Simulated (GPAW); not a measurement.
# AlN (P6_3mc) in GPAW: reference runs

Reference runs on AlN: the cell as given.

All numbers are computed with GPAW 26.7.0; they aren't measurements. Logs are shortened: lines on timing, memory, paths and dates and some standing lists are left out, and cuts for length are marked. The log counts tension as positive stress, the text compression.

**The experiment to reproduce.**

From “Self-assembly of well-separated AlN nanowires directly on sputtered metallic TiN films”, 2019, arxiv:1910.07391, for a bulk crystal of AlN at 10 K: band gap 6.034 eV (an exciton energy, a little under the gap).

The results are compared with them further down.

## (1) The structure

The structure is hexagonal, space group P6_3mc (No. 186). Conventional cell: a = 3.113 Å, b = 3.113 Å, c = 4.981 Å, α = 90.00°, β = 90.00°, γ = 120.00°. Al (site symmetry 3m) is surrounded by 4 N at 1.89 Å. N (site symmetry 3m) is surrounded by 4 Al at 1.89 Å.

## (2) Single point, PBE

File run.py:

```python
from ase import Atoms
from ase.dft.bandgap import bandgap
from ase.io import write
from ase.units import GPa
from gpaw import GPAW, PW

atoms = Atoms(['Al', 'Al', 'N', 'N'],
              cell=[[3.113, 0.0, 0.0],
                    [-1.5565, 2.695937082, 0.0],
                    [0.0, 0.0, 4.981]],
              scaled_positions=[[0.6666666667, 0.3333333333, 0.5],
                                [0.3333333333, 0.6666666667, 0.0],
                                [0.6666666667, 0.3333333333, 0.88],
                                [0.3333333333, 0.6666666667, 0.38]],
              pbc=True)

calc = GPAW(mode=PW(800),
            xc='PBE',
            kpts={'size': (10, 10, 6), 'gamma': True},
            occupations={'name': 'fermi-dirac', 'width': 0.05},
            nbands=18,
            convergence={'density': 1e-05, 'energy': 1e-05},
            maxiter=150,
            txt='gpaw.txt')
atoms.calc = calc
energy = atoms.get_potential_energy()
forces = atoms.get_forces()
stress = atoms.get_stress()
calc.write('gs.gpw')
write('result.traj', atoms)
print(f'Energy: {energy:.6f} eV')
print('Forces (eV/A):')
print(forces.round(4))
print('Stress (GPa):', (stress / GPa).round(3))
print('Fermi level:', round(calc.get_fermi_level(), 4), 'eV')
print(f'Gap: {bandgap(calc)[0]:.4f} eV, direct: {bandgap(calc, direct=True)[0]:.4f} eV')
```

Potentials or basis: GPAW PAW data sets (gpaw-data 1.2.1), pw.

The run is started by

```console
OMP_NUM_THREADS=1 python run.py
```

gpaw.txt:

```text
__  _  _
 | _ |_)|_||  |
 |__||  | ||/\| - 26.7.0

Input parameters:
  mode=PW(ecut=800.0),
  convergence={'density': 1e-05, 'energy': 1e-05},
  kpts=MonkhorstPack(size=(10, 10, 6), gamma=True),
  maxiter=150,
  nbands=18,
  occupations=Occupations(name='fermi-dirac', width=0.05),
  xc=XC(name='PBE')

Diagonalizing LCAO Hamiltonian
Converting LCAO to pw mode

           N

           Al
        N

        Al

Atoms  # Å, Bohr magnetons
|   | symbol |         x |        y |        z |    initial magnetic moments |
|---|--------|-----------|----------|----------|-----------------------------|
| 0 |     Al |  1.556500 | 0.898646 | 2.490500 | ( 0.0000,  0.0000,  0.0000) |
| 1 |     Al | -0.000000 | 1.797291 | 0.000000 | ( 0.0000,  0.0000,  0.0000) |
| 2 |      N |  1.556500 | 0.898646 | 4.383280 | ( 0.0000,  0.0000,  0.0000) |
| 3 |      N | -0.000000 | 1.797291 | 1.892780 | ( 0.0000,  0.0000,  0.0000) |

Unit cell  # Å
| periodic |         x |        y |        z |  lengths |     angles |
|----------|-----------|----------|----------|----------|------------|
|      yes |  3.113000 | 0.000000 | 0.000000 | 3.113000 |  90.000000 |
|      yes | -1.556500 | 2.695937 | 0.000000 | 3.113000 |  90.000000 |
|      yes |  0.000000 | 0.000000 | 4.981000 | 4.981000 | 120.000000 |

Number of symmetries: 6
Symmetry operations  # r_c * U_cc + t_c -> r_c
|   | kind |            matrix            |
|---|------|------------------------------|
| 0 |  σ   |  1, 1, 0,  0,-1, 0,  0, 0, 1 |
| 1 |  E   |  1, 0, 0,  0, 1, 0,  0, 0, 1 |
| 2 |  C3  |  0, 1, 0, -1,-1, 0,  0, 0, 1 |
| 3 |  σ   |  0,-1, 0, -1, 0, 0,  0, 0, 1 |
| 4 |  σ   | -1, 0, 0,  1, 1, 0,  0, 0, 1 |
| 5 |  C3  | -1,-1, 0,  1, 0, 0,  0, 0, 1 |

BZ-sampling:
  Number of BZ points: 600
  Number of IBZ points: 72

  Monkhorst-Pack size: [10, 10, 6]
  Monkhorst-Pack shift: [0.05, 0.05, 0.08333333333333333]

K-points  # in reciprocal-cell coordinates
|     |                                coordinates |     weight |
|-----|--------------------------------------------|------------|
|   0 | (  0.00000000,   0.00000000,   0.00000000) | 0.00166667 |
|   1 | (  0.00000000,   0.00000000,   0.16666667) | 0.00333333 |
|   2 | (  0.00000000,   0.00000000,   0.33333333) | 0.00333333 |
|   3 | (  0.00000000,   0.00000000,   0.50000000) | 0.00166667 |
|   4 | (  0.10000000,   0.00000000,  -0.33333333) | 0.01000000 |
|   5 | (  0.10000000,   0.00000000,  -0.16666667) | 0.01000000 |
|   6 | (  0.10000000,   0.00000000,   0.00000000) | 0.01000000 |
|   7 | (  0.10000000,   0.00000000,   0.16666667) | 0.01000000 |
|   8 | (  0.10000000,   0.00000000,   0.33333333) | 0.01000000 |
|   9 | (  0.10000000,   0.00000000,   0.50000000) | 0.01000000 |
| ... |                                            |            |
|  71 | (  0.50000000,   0.50000000,   0.50000000) | 0.00500000 |

Plane wave coefficients: 2177
Cutoff: 800.0 eV

Spin-components: 1 (collinear spins)
Bands:           18
Projectors:      20
Spin-degeneracy: 2
Datatype:        complex128

Parallelization:
  kpt:    1
  domain: 1
  band:   1

Density:
  Valence electrons: 16.0
  Components: 1
  Grid points: [21 21 35]
  Charge: 0.0  # |e|

Potential:
  Grid points: [21 21 35]

species:
  Al:
    name:    Aluminium
    Z:       13.0
    valence: 3
    core:    10
    charge:  0.0  # [|e|]
    compensation charges:
      type: gauss
      rc: 0.34  # [Å]
      lmax: 2
    cutoffs:
      filter: 1.91  # [Å]
      core: 2.36  # [Å]
    projectors
    | kind |    occ | energy [eV] | rcut [Å] |
    |------|--------|-------------|----------|
    |   3s |  2.000 |      -7.753 |    1.085 |
    |   3p |  1.000 |      -2.712 |    1.085 |
    |    s |        |      19.459 |    1.085 |
    |    p |        |      24.499 |    1.085 |
    |    d |        |       0.000 |    1.085 |

    Using partial waves for Al as LCAO basis

  N:
    name:    Nitrogen
    Z:       7.0
    valence: 5
    core:    2
    charge:  0.0  # [|e|]
    compensation charges:
      type: gauss
      rc: 0.18  # [Å]
      lmax: 2
    cutoffs:
      filter: 1.11  # [Å]
      core: 0.96  # [Å]
    projectors
    | kind |    occ | energy [eV] | rcut [Å] |
    |------|--------|-------------|----------|
    |   2s |  2.000 |     -18.583 |    0.603 |
    |   2p |  3.000 |      -7.089 |    0.529 |
    |    s |        |       8.629 |    0.603 |
    |    p |        |      20.123 |    0.529 |
    |    d |        |       0.000 |    0.577 |

    Using partial waves for N as LCAO basis

Reference energy: -16170.289538  # eV

eigensolver:
  PPCG
  Converge bands: occupied
  niter=2

density mixing:
  MSR1-Mixer
  Pratt-step length: 0.05
  Maximum mixing coefficient: 0.75
  Old densities: 10
  SVD Regularization: 0.005
  Good broyden scale: 1.0
  Trust region scale: 1.0
  Backstep threshold: 4.0
  History deletion threshold: 6.0
  Fourier metric: weight=20.0, sigma=0.015

occupation numbers:
  Fermi-Dirac:
    width: 0.0500  # eV

poisson solver:
  ecut: 6400.0  # eV

xc functional:
  name: PBE with 2 nearest neighbor stencil

convergence criteria:
- Maximum integral of absolute [dens]ity change: 1e-05 electrons / valence electron
- Maximum [total energy] change in last 3 cyles: 1e-05 eV / valence electron
- Maximum integral of absolute [eigenst]ate change: 4e-08 eV^2 / valence electron
maximum number of iterations: 150

SCF iterations
|iter     | |      energy | eigst |  dens |
|---------|-|-------------|-------|-------|
|iter:   1| |  -33.743012 | -0.25 |       |
|iter:   2| |  -32.690063 | -2.04 | -0.55 |
|iter:   3| |  -29.667200 | -0.76 | -0.60 |
|iter:   4| |  -29.692598 | -2.85 | -1.24 |
|iter:   5| |  -29.706269 | -3.39 | -1.53 |
|iter:   6| |  -29.706363 | -5.26 | -2.76 |
|iter:   7| |  -29.706382c| -6.41 | -3.15 |
|iter:   8| |  -29.706382c| -8.19c| -4.35 |
|iter:   9| |  -29.706382c| -7.85c| -4.73 |
|iter:  10| |  -29.706382c| -8.45c| -5.00 |
|iter:  11| |  -29.706382c| -9.51c| -5.85c|

Converged in 11 steps
Energy contributions relative to reference atoms: (reference = -16170.289538)

Energy contributions:
  Kinetic:          34.783242
  Coulomb:         -30.095145
  Zero:              0.157523
  External:          0.000000
  Xc:              -34.552002
  Entropy:          -0.000000
  Spinorbit:         0.000000
  ----------------------------
  Free energy:     -29.706382
  Extrapolated:    -29.706382

dipole moment: (-0.000000, -0.000001, -6.851157)  # |e|*Ang

Fermi level: 7.040
Eigenvalues  # (at kpt = [0.000, 0.000, 0.000])
| band index |      eig [eV] | occ [0-2] |
|------------|---------------|-----------|
|          0 |        -9.027 |     2.000 |
|          1 |        -6.874 |     2.000 |
|          2 |         0.152 |     2.000 |
|          3 |         5.299 |     2.000 |
|          4 |         5.299 |     2.000 |
|          5 |         5.954 |     2.000 |
|          6 |         5.954 |     2.000 |
|          7 |         6.133 |     2.000 |
|          8 |        10.365 |     0.000 |
|          9 |        12.804 |     0.000 |
|         10 |        16.751 |     0.000 |
|         11 |        17.295 |     0.000 |
|         12 |        17.296 |     0.000 |
|         13 |        19.288 |     0.000 |
|         14 |        19.299 |     0.000 |
|         15 |        19.299 |     0.000 |
|        ... |               |           |
|         17 |        20.965 |     0.000 |

Gap: 4.231 eV
Transition (v -> c):
  (s=0, k=0, n=7, [0.00, 0.00, 0.00]) -> (s=0, k=0, n=8, [0.00, 0.00, 0.00])
No difference between direct/indirect transitions

Forces  # eV/Ang
|       x |        y |        z |
|---------|----------|----------|
| 0.00000 |  0.00000 | -0.13254 |  # Al   0
| 0.00000 |  0.00000 | -0.13255 |  # Al   1
| 0.00000 |  0.00000 |  0.13321 |  # N    2
| 0.00000 | -0.00000 |  0.13252 |  # N    3

Stress tensor  # eV/Ang^3
|         x |         y |         z |
|-----------|-----------|-----------|
| -0.025520 |  0.000000 |  0.000000 |
|  0.000000 | -0.025520 |  0.000000 |
|  0.000000 |  0.000000 | -0.035473 |

# Writing to gs.gpw (mode='')
```

Wall time 50 s (1 thread of Arm Neoverse V2, shared host); peak memory 0.22 GiB.

What came out:

| Quantity | Value |
| --- | --- |
| Free energy | -29.7064 eV |
| Pressure | 4.6 GPa |
| Largest force | 0.133 eV/Å |
| Band gap on the k mesh | 4.23 eV, direct |

Forces in eV/Å, atoms in the order of the input:
```
Al   0.000  0.000 -0.133
Al   0.000  0.000 -0.133
N    0.000  0.000  0.133
N    0.000  0.000  0.133
```

Levels at points of the mesh, in eV from the valence-band top:
```csv
k point,band 6,band 7,band 8,band 9,band 10,band 11
"(0.00, 0.00, 0.00)",-0.18,-0.18,0.00,4.23,6.67,10.62
"(0.00, 0.00, 0.50)",-0.52,-0.52,-0.52,6.48,6.48,10.35
"(0.50, 0.50, 0.00)",-2.06,-1.77,-0.66,5.81,5.82,8.21
"(0.50, 0.50, 0.50)",-1.44,-1.35,-1.35,5.32,5.32,9.29
```

## (3) Comparison with measurements

Step 2. A measured gap of AlN is 6.034 eV (an exciton energy, a little under the gap; 10 K; quoted in “Self-assembly of well-separated AlN nanowires directly on sputtered metallic TiN films”, 2019, arxiv:1910.07391); the calculated 4.23 eV misses it by -1.80 eV. 2 values of this kind are on record (6.034 to 6.0343 eV); this one was drawn at random. The value is that of PBE on a finite k mesh, which can miss the band edges, without temperature or zero-point motion. Semilocal functionals fall short of measured gaps as a rule.
